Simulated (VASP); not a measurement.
Here is the system:

```
CELL_PARAMETERS angstrom
      0.00000     2.94694     2.94694
      2.94694     0.00000     2.94694
      2.94694     2.94694     0.00000
ATOMIC_POSITIONS crystal
  Al 0.00000 0.00000 0.00000
  Sb 0.25000 0.25000 0.25000
```

Calculation: PBEsol GGA, VASP's PBE PAW potentials (set 64) (plane waves; VASP). Numerical set-up: 500 eV cut-off, 8×8×8 Γ-centred mesh, Gaussian smearing of 0.050 eV, potentials Al Sb.

Energy and stress use the plane-wave basis of the starting cell.

Problem. The ions, cell shape and volume at an external pressure of 20.0 GPa are relaxed. Give the cell that the relaxation ends in.

Solution. 
```
CELL_PARAMETERS angstrom
      0.00000     2.85980     2.85980
      2.85980     0.00000     2.85980
      2.85980     2.85980     0.00000
ATOMIC_POSITIONS crystal
  Al 0.00000 0.00000 0.00000
  Sb 0.25000 0.25000 0.25000
```
Space group F-43m (216), at a tolerance of 0.03 Å.

Problem. How do energy and volume change from the first to the last step?

Solution. The energy (σ→0) changes by +200.6 meV/atom and the volume by -8.6 %, in 4 ionic steps.

The structure was generated: AlSb was put into the zinc blende type (F-43m), which need not be its known phase. This run relaxes it under an external pressure of 20 GPa. Symmetry was kept, so distortions that lower it aren't found.
